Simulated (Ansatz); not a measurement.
# Mg: straining the crystal, a shear that moves c along a

The task here is to estimate one member of a computed series from the others.

Program: Ansatz 0.2.0. Level of theory: DFT PBE, scalar-relativistic, plane waves, PAW. These are calculated values, not measurements.

2 further runs of the same task are left out: 2 set aside as unsound or not needed.

**The system as given**

It takes space group I4/mmm (No. 139, tetragonal). Conventional cell: a = 3.671 Å, b = 3.671 Å, c = 3.410 Å, α = 90.00°, β = 90.00°, γ = 90.00°. Mg (site symmetry 4/mmm) has 10 Mg at 3.11 to 3.41 Å as nearest neighbours.

Coordinates:

```xyz
2
Lattice="3.6712 0.0000 0.0000 0.0000 3.6712 0.0000 0.0000 0.0000 3.4098" Properties=species:S:1:pos:R:3 pbc="T T T"
Mg    0.0000    0.0000    0.0000
Mg    1.8356    1.8356    1.7049
```

It goes back to an entry of the Materials Project, which need not be the stable form.

The unstrained cell was computed beforehand with the same settings: E(σ→0) = -3847.5505 eV for 2 atoms, gap none (metal).

The first run:

Input file input.yaml:

```yaml
crystal:
  lattice:
    - [3.6711586697, 0.0, 0.0]
    - [0.0, 3.6711586697, 0.0]
    - [0.0340982856, 0.0, 3.4098285591]
  atoms:
    - { symbol: Mg, position: [0.0, 0.0, 0.0] }
    - { symbol: Mg, position: [0.5, 0.5, 0.5] }
basis:
  ecutwfc: 420
kpoints:
  mp_grid: { grid: [12, 12, 12] }
hamiltonian:
  xc: pbe
scf:
  occupations: { method: gaussian, width: 0.1 }
output:
  forces: true
  stress: true
  eigenvalues: true
```

The run is started by

```console
$ ansatz run input.yaml --threads 1 --pin off --max-ram 1331MiB --backend cpu --events-out ev --progress --plain --runs-dir out
```

Steps of the session up to this table: At +1.0 %; Strain +2.0 %; Strain +3.0 %; At +4.0 %; The cell strained by +6.0 %.

One of the session's tables, all rows but one given; the rest of the session is left out.

It belongs to the step «Energy and stress against strain (a metal throughout)». Lengths are those of the vectors of the cell that was run; stresses in GPa:

```
strain (%)  ΔE (meV/atom)
      +0.0            0.0
      +1.0            0.2
      +2.0              ?
      +3.0            1.7
      +4.0            3.2
      +6.0            7.4
```

Q: Estimate the row for strain (%) = +2.0 from the others.

Worked estimate for «ΔE (meV/atom)». A straight line through the neighbours (1.0, 0.2) and (3.0, 1.7) gives 0.2 + (1.7 − 0.2) × (2.0 − 1.0) / (3.0 − 1.0) = 0.9; a parabola fitted to 4 rows on both sides gives 0.7.

**Answer.** ΔE (meV/atom): 0.7. In «ΔE (meV/atom)» the line misses by +0.2 and the parabola by 0.0.

ΔE is over the unstrained cell. Stress in GPa, positive in compression, on the Cartesian axes of the input. 
